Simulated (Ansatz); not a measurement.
# MnO2: the cost of one run

Method: DFT r²SCAN, scalar-relativistic, plane waves, PAW, in Ansatz 0.2.0.

## Step 1: The starting structure

It takes space group I4/m (No. 87, tetragonal). The conventional cell has a = 9.717 Å, b = 9.717 Å, c = 2.851 Å, α = 90.00°, β = 90.00°, γ = 90.00°. Around Mn (site symmetry m) lie 6 O at 1.88 to 1.90 Å. Around O (site symmetry m) lie 3 Mn at 1.90 Å. O (site symmetry m) has 3 Mn at 1.88 to 1.89 Å as nearest neighbours.

Structure file:

```xyz
12
Lattice="-4.8585 4.8585 1.4254 4.8585 -4.8585 1.4254 4.8585 4.8585 -1.4254" Properties=species:S:1:pos:R:3 pbc="T T T"
Mn    3.2286    1.4759    1.4254
Mn   -1.4759    3.2286    1.4254
Mn    1.6299    3.3826    0.0000
Mn    6.3344    1.6299    0.0000
O     1.9762    1.5119    0.0000
O     3.3466   -2.8823    1.4254
O     2.8823    3.3466    1.4254
O     1.5119    7.7408    0.0000
O     4.4466    1.5919    0.0000
O     3.2666   -0.4120    1.4254
O     0.4120    3.2666    1.4254
O     1.5919    5.2705    0.0000
```

An earlier run at r²SCAN left this cell at 11.216 Å³/atom and 0.00 GPa (10×10×10 mesh).

## Step 2: Antiferromagnetic, in the cell as typed

Contents of input.yaml:

```yaml
crystal:
  lattice:
    - [-4.8585134356, 4.8585134356, 1.4254173479]
    - [4.8585134356, -4.8585134356, 1.4254173479]
    - [4.8585134356, 4.8585134356, -1.4254173479]
  atoms:
    - { symbol: Mn, position: [0.6518883321, 0.8322642722, 0.4841526043], spin: 3.0 }
    - { symbol: Mn, position: [0.8322642722, 0.3481116679, 0.18037594], spin: -3.0 }
    - { symbol: Mn, position: [0.3481116679, 0.1677357278, 0.5158473957], spin: 3.0 }
    - { symbol: Mn, position: [0.1677357278, 0.6518883321, 0.81962406], spin: -3.0 }
    - { symbol: O, position: [0.1555979537, 0.203375695, 0.3589736487] }
    - { symbol: O, position: [0.203375695, 0.8444020463, 0.0477777413] }
    - { symbol: O, position: [0.8444020463, 0.796624305, 0.6410263513] }
    - { symbol: O, position: [0.796624305, 0.1555979537, 0.9522222587] }
    - { symbol: O, position: [0.1638242218, 0.4576044016, 0.6214286234] }
    - { symbol: O, position: [0.4576044016, 0.8361757782, 0.2937801798] }
    - { symbol: O, position: [0.8361757782, 0.5423955984, 0.3785713766] }
    - { symbol: O, position: [0.5423955984, 0.1638242218, 0.7062198202] }
basis:
  ecutwfc: 500
  ecutrho_ratio: 4
kpoints:
  mp_grid: { grid: [10, 10, 10] }
hamiltonian:
  xc: r2scan
scf:
  occupations: { method: gaussian, width: 0.05 }
  lower_state_search: "off"
output:
  forces: true
  stress: true
  eigenvalues: true
  populations: true
magnetization:
  spin_polarized: true
```

On the command line:

```sh
$ ansatz run input.yaml --threads 8 --pin off --max-ram 22528MiB --backend cpu --events-out ev --progress --plain --runs-dir out
```

Q: Estimate wall time and peak memory on 8 threads of Arm Neoverse N1, shared host.

About 4.8 min, with a peak of 4.3 GiB.
